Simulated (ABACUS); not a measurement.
Input of an ABACUS 3.10.1 run:

INPUT

```
INPUT_PARAMETERS
suffix              ZnSe
calculation         scf
basis_type          pw
pseudo_dir          ./
symmetry            1
dft_functional      revpbe
ecutwfc             87
pseudo_rcut         7
nspin               1
nbands              28
ks_solver           dav
smearing_method     fd
smearing_sigma      0.00367493
scf_thr             1e-08
scf_nmax            100
mixing_type         broyden
mixing_beta         0.7
cal_force           1
cal_stress          1
out_chg             1
kpar                4
```

File STRU:

```
ATOMIC_SPECIES
Se 78.9710 Se.upf
Zn 65.3800 Zn.upf

LATTICE_CONSTANT
1.8897261246

LATTICE_VECTORS
0.0000000000 2.8338000000 2.8338000000
2.8338000000 0.0000000000 2.8338000000
2.8338000000 2.8338000000 0.0000000000

ATOMIC_POSITIONS
Direct

Se
0.0
1
0.7500000000 0.7500000000 0.7500000000 1 1 1

Zn
0.0
1
0.0000000000 0.0000000000 0.0000000000 1 1 1
```

KPT

```
K_POINTS
0
Gamma
6 6 6 0 0 0
```

Potentials or basis: Ansatz NC PBE, plane waves.

Run with:

```console
$ OMP_NUM_THREADS=1 mpirun -np 4 abacus > log
```

Q: Predict the band gap on the k mesh.

A: 1.43 eV, direct.

Q: What does it give for the pressure?

A: 4.2 GPa.

Caveat: the potentials were made for another functional, which shifts forces and pressure.

**The experiment to reproduce.**

From “Alloy Disordering Effects on the Thermal Conductivity and Energy Gap Temperature Dependence of Cd1−xZnxSe Ternary Crystals Grown by the Bridgman Method”, 2023, pmc:10253836, for a bulk crystal of ZnSe at 300 K: band gap 2.695 ± 0.003 eV (an exciton energy, a little under the gap).

Against the measured gap of ZnSe, 2.695 eV (an exciton energy, a little under the gap; 300 K; “Alloy Disordering Effects on the Thermal Conductivity and Energy Gap Temperature Dependence of Cd1−xZnxSe Ternary Crystals Grown by the Bridgman Method”, 2023, pmc:10253836), the calculated 1.43 eV is off by -1.27 eV. Spin-orbit coupling on Se is left out. The value is that of revPBE, without temperature or zero-point motion. Semilocal functionals fall short of measured gaps as a rule.
